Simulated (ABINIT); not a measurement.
Runs of ABINIT 10.8.3 (patched build) on Te. Symmetry: P3_121, No. 152, trigonal system. The conventional cell has a = 4.454 Å, b = 4.454 Å, c = 5.924 Å, α = 90.00°, β = 90.00°, γ = 120.00°. Te (site symmetry 2) has 2 Te at 2.86 Å as nearest neighbours. 

```csv
task,level,potentials or basis,spin,cutoff (eV),smearing,fine-grid cutoff,k points of the masses,bands of the masses,gap on the mesh (eV),pressure (GPa),largest force (eV/Å)
positron lifetime,PBE,JTH PAW PBE v2.0,off,299,fermi-dirac 0.05 eV,598.65 eV,-,-,0.53,1.5,(b)
effective masses,PBE,"Ansatz PAW PBE default generated set, frozen core","SOC, no magnetisation",327,fixed,653.073 eV,"[[0.4, 0.2, 0.5], [0.0, 0.0, 0.25]]","[[48, 48], [49, 49]]",-,-,0.17
effective masses,PBEsol,PseudoDojo NC SR PBEsol v0.4.1 standard,off,925,fixed,-,"[[0.4, 0.2, 0.5], [0.0, 0.0, 0.5]]","[[24, 24], [25, 26]]",-,-1.4,0.13
single point,PBEsol,PseudoDojo NC SR PBEsol v0.4.1 standard,off,925,fermi-dirac 0.05 eV,-,-,-,0.51,-1.4,0.13
single point,PBE,"Ansatz PAW PBE default generated set, frozen core","SOC, no magnetisation",327,fermi-dirac 0.05 eV,653.073 eV,-,-,(a),-,0.17
```

Alike in all rows: cell as given; k mesh 5 × 5 × 4.

Problem. Fill in the values left out.

Solution. (a) 0.39; (b) 0.21.

Caveats: an odd mesh through Γ misses points on the zone boundary, where band edges often lie (some runs); spin-orbit coupling is left out, which moves the levels of the heavy elements (some runs); the masses are taken at a mesh point that needn't be the band's extremum (some runs); the cutoff is short for stress, so the pressure is rough (some runs); the PAW basis is incomplete for the positron (some runs).

A k mesh can miss the band edges, and rows without SOC leave out spin-orbit coupling on Te.

The runs don't all hold the same shells in valence.
